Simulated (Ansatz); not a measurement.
**Relaxing HfB₂**

Level of theory: DFT PBE, scalar-relativistic, plane waves, PAW (Ansatz 0.2.0). Cutoff 420 eV, Γ-centred k mesh, Gaussian smearing, no spin polarisation in the final step.

HfB₂ was placed on the cadmium chloride structure type (R-3m, No. 166), with Hf in place of Cd, B in place of Cl, at a guessed volume.

```
CELL_PARAMETERS angstrom
1.42234 0.82119 4.29583
-1.42234 0.82119 4.29583
0.00000 -1.64238 4.29583
ATOMIC_POSITIONS crystal
Hf 0.00000 0.00000 0.00000
B 0.75000 0.75000 0.75000
B 0.25000 0.25000 0.25000
```

Cell and atoms relax at zero pressure; the relaxation can't lower the symmetry of the start. After a coarse first stage the cell is made exact in the group found at 0.06 Å.

Formation energies are uncorrected and refer to the elements' standard structures at the same level.

Q: Which crystal results?

A: It keeps R-3m (No. 166), but not the shape of the type it started on. Conventional cell: a = 3.131 Å, c = 12.449 Å. Around Hf lie 2 B at 2.35 Å and 6 B at 2.55 Å; B has 3 B at 1.89 Å.

Space group R-3m:H (No. 166). a = 3.131 Å, b = 3.131 Å, c = 12.449 Å, α = 90.00°, β = 90.00°, γ = 120.00°
```json
{"atom": "Hf", "site": "3a", "symmetry": "-3m", "x": "0.0000", "y": "0.0000", "z": "0.0000"}
{"atom": "B", "site": "6c", "symmetry": "3m", "x": "0.0000", "y": "0.0000", "z": "0.8110"}
```

Q: What are its volume, energy, density and gap?

A: The volume per atom is 11.75 Å³. The density is 9.43 g/cm³ and the energy over the elements is -0.17 eV/atom. The gap on the 18×18×18 mesh is 0 eV (a metal).

The final run used a 18×18×18 mesh on its 3-atom cell and 0.10 eV smearing. The k mesh leaves about 4 meV/atom of noise in metals. Spin–orbit coupling is left out. Symmetry constrained the relaxation, so the result can be a saddle point.